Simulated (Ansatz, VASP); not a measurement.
**One calculation of AlN, two programs**

```
Al N
1.0
     0.00000    1.95127    1.95127
     1.95127    0.00000    1.95127
     1.95127    1.95127    0.00000
Al N
1 1
Cartesian
  0.0000 0.0000 0.0000
  1.9513 1.9513 1.9513
```

Change from the starting cell: volume scaled by 0.96, PAW files.

Alike in both runs: task electric field gradients; functional PBE; k mesh 10 × 10 × 10; occupations fermi-dirac, width 0.02 eV; no spin polarisation.

|  | VASP | Ansatz |
| --- | --- | --- |
| version | VASP 6.6.1 | Ansatz 0.2.0 |
| potentials or method | VASP PAW PBE potentials, release 64 (Al, N) | PAW with Ansatz's default frozen-core files, scalar-relativistic |
| plane-wave cutoff (eV) | 520 | 420 |
| valence electrons in the cell | 8 | 8 |

Ansatz gave:

* gap on the k mesh at the Fermi level (eV): 5.09
* pressure (GPa): 40.9
* Vzz of the field gradient on the site that differs most (V/Å²): 0.0

Q: Which values does VASP return?

A: gap on the k mesh at the Fermi level (eV): 5.10; pressure (GPa): 40.6; Vzz of the field gradient on the site that differs most (V/Å²): 0.0.

Caveats: so large a pressure means that the cell lies far from this level's equilibrium, or that cutoff or potentials fall short (VASP). A k mesh can miss the band edges.
